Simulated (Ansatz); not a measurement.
Crystal: ScAl3.

```
CELL_PARAMETERS angstrom
4.08781 0.00000 0.00000
0.00000 4.08781 0.00000
0.00000 0.00000 4.08781
ATOMIC_POSITIONS crystal
Sc 0.00000 0.00000 0.00000
Al 0.50000 0.50000 0.00000
Al 0.00000 0.50000 0.50000
Al 0.50000 0.00000 0.50000
```

The cell is a database's computed one.

```yaml
Program: Ansatz 0.2.0
Task: relaxation of cell and atoms
Functional: PBE
Dispersion: D4
Potentials_or_basis: Ansatz PAW
Cutoff: "420 eV (not typed: the program's choice for these potentials)"
k_mesh: 7 × 7 × 7
Occupations: fermi-dirac, width 0.05 eV
Spin: no spin polarisation
```

At the start: volume 17.08 Å³/atom.

Question: Where does the relaxation end?

Answer: It ends after 5 steps and the volume is 16.70 Å³/atom (-2.2 %); space group Pm-3m (No. 221, to 0.05 Å).

The path:
| step | energy change (eV) | largest force (eV/Å) | volume (Å³) |
| --- | --- | --- | --- |
| 1 | 0.0000 | 0.0000 | 68.31 |
| 2 | -0.0053 | 0.0000 | 65.70 |
| 3 | -0.0103 | 0.0000 | 66.83 |
| 4 | -0.0103 | 0.0000 | 66.80 |
| 5 | -0.0098 | 0.0000 | 66.80 |

Final structure:
```
CELL_PARAMETERS angstrom
4.05743 0.00000 0.00000
0.00000 4.05743 0.00000
0.00000 0.00000 4.05743
ATOMIC_POSITIONS crystal
Sc 0.00000 0.00000 0.00000
Al 0.50000 0.50000 0.00000
Al 0.00000 0.50000 0.50000
Al 0.50000 0.00000 0.50000
```

Caveat: the plane-wave basis is chosen anew once the cell has moved, so the energies of steps on either side of that aren't comparable; pairwise dispersion overbinds metals, which lowers pressure and volume.
